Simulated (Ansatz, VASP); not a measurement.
## One calculation of Sr, two programs

```
Sr
1.0
     0.00000    3.01914    3.01914
     3.01914    0.00000    3.01914
     3.01914    3.01914    0.00000
Sr
1
Direct
  0.00000 0.00000 0.00000
```

Alike in both runs: task single point; functional PBE; k mesh 9 × 9 × 9; no spin polarisation.

|  | VASP | Ansatz |
| --- | --- | --- |
| version | VASP 6.6.1 | Ansatz 0.2.0 |
| potentials or method | VASP PAW PBE potentials, release 64 (Sr_sv) | plane waves (420 eV) with PAW, scalar-relativistic |
| plane-wave cutoff (eV) | 520 | 420 |
| occupations | methfessel-paxton of order 1, width 0.01 eV | cold, width 0.01 eV |
| valence electrons in the cell | 10 | 10 |

|  | VASP | Ansatz | Ansatz less VASP |
| --- | --- | --- | --- |
| pressure (GPa) | -0.1 | -0.1 | -0.01 |
